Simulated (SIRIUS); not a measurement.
**AgBr under changes of volume**

One of the cells (24.116 Å³/atom); the others are scaled copies at fixed shape and fractional positions:

```
Ag Br
1.0
     0.00000    2.88916    2.88916
     2.88916    0.00000    2.88916
     2.88916    2.88916    0.00000
Ag Br
1 1
Cartesian
  0.0000 0.0000 0.0000
  2.8892 2.8892 2.8892
```

```yaml
Program: SIRIUS 7.12.0
Functional: PBEsol
Potentials_or_basis: all-electron FP-LAPW
Cutoff: 167 eV
Basis: apw+lo standard
k_mesh: 8 × 8 × 8
Occupations: fermi-dirac, width 0.05 eV
Spin: no spin polarisation
```

```tsv
volume (Å³/atom)	energy over the lowest point (meV/atom)	gap on the mesh (eV)
22.225	2.69	0.50
22.698	0.00	0.49
23.171	0.91	0.50
24.116	?	?
24.589	19.20	0.51
25.062	29.44	0.52
```

**Question.** What does the run at 24.116 Å³/atom give?

**Answer.** Energy over the lowest point 10.67 meV/atom; gap on the mesh 0.50 eV.

Worked out: A Birch-Murnaghan fit of order 3 (a polynomial in V^(-2/3)) to the other rows has its minimum at 22.81 Å³/atom with B0 = V·E''(V) = 54 GPa and B' = 6.4. It gives 10.84 meV/atom at 24.116 Å³/atom, against the run's 10.67. A straight line through the other rows of the gap, of slope 0.193 eV per unit of ln V, gives 0.51 eV, against the run's 0.50.

Energies are extrapolated to zero smearing.

A mesh can miss the band edges. Spin-orbit coupling on Ag, Br is left out.
